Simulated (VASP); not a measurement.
# Sn: self-consistent run

Sn, Fd-3m (no. 227), 2 atoms in the cell. SCAN; PAW potentials Sn_d (PBE set).

## Input

INCAR:
```
PREC = Accurate ; ENCUT = 520
EDIFF = 1E-7 ; ISMEAR = 1
SIGMA = 0.1 ; LREAL = F
LASPH = T ; ALGO = Normal
NELM = 100 ; ISIF = 2
LWAVE = F ; LCHARG = F
METAGGA = SCAN ; LMIXTAU = T
GGA_COMPAT = F
```

KPOINTS:
```
k-points
0
Gamma
  6 6 6
```

POSCAR:
```
Sn
1.0
    0.0000000000      3.2333428000      3.2333428000
    3.2333428000      0.0000000000      3.2333428000
    3.2333428000      3.2333428000      0.0000000000
Sn
2
Direct
    0.7500000000      0.7500000000      0.7500000000
    0.5000000000      0.5000000000      0.5000000000
```

Commands:
```
cat potpaw_PBE.64/Sn_d/POTCAR > POTCAR
mpirun -np 1 vasp_std > vasp.out
```

## Result

- Pressure (GPa): 1.82
- Gap on the mesh (eV): 0.000
- Fermi level (eV): 5.478

VASP 6.6.1 took 176 s on 1 core (AMD EPYC 9R45 (Zen 5)), a shared host.
